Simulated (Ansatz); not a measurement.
TiO2 in Ansatz: the effect of functional

Crystal: TiO2.

```xyz
12
Lattice="6.1536 -1.8835 0.0000 6.1536 1.8835 0.0000 -1.9283 0.0000 6.3290" Properties=species:S:1:pos:R:3 pbc="T T T"
Ti   10.5189    0.0000    1.8329
Ti    1.8562    0.0000    1.7959
Ti   -0.1400    0.0000    4.4961
Ti    8.5226    0.0000    4.5330
O     3.8886    0.0000    1.8569
O     1.9846    0.0000    4.1297
O     8.7534    0.0000    6.2992
O     8.3943    0.0000    2.1993
O    10.3741    0.0000    3.9874
O     1.6255    0.0000    0.0298
O     6.4903    0.0000    4.4721
O     0.0047    0.0000    2.3416
```

The cell comes from a database or a generator and needn't be the stable form of this composition.

Alike in all runs:

- Program: Ansatz 0.2.0
- Task: band structure
- Potentials or basis: Ansatz PAW
- k mesh: 6 × 6 × 3
- Occupations: fermi-dirac, width 0.05 eV
- Spin: no spin polarisation

```tsv
functional	cutoff	gap on the mesh (eV)	pressure (GPa)	largest force (eV/Å)
PBEsol	420 eV (not typed: the program's choice for these potentials)	?	?	?
RPBE	420 eV (not typed: the program's choice for these potentials)	2.81	3.0	0.20
revPBE	420 eV (not typed: the program's choice for these potentials)	2.80	1.9	0.19
BLYP	420 eV (not typed: the program's choice for these potentials)	2.76	3.2	0.24
r2SCAN	500 eV (not typed: the program's choice for these potentials)	3.14	-5.6	0.26
```

**Question.** What does the run with functional PBEsol give?

**Answer.** gap on the mesh 2.74 eV; pressure -6.7 GPa; largest force 0.15 eV/Å.

Caveats: the PAW data sets come from PBE, with cores solved anew for the run's functional, which leaves a small shift of forces and pressure.

A k mesh can miss the band edges.
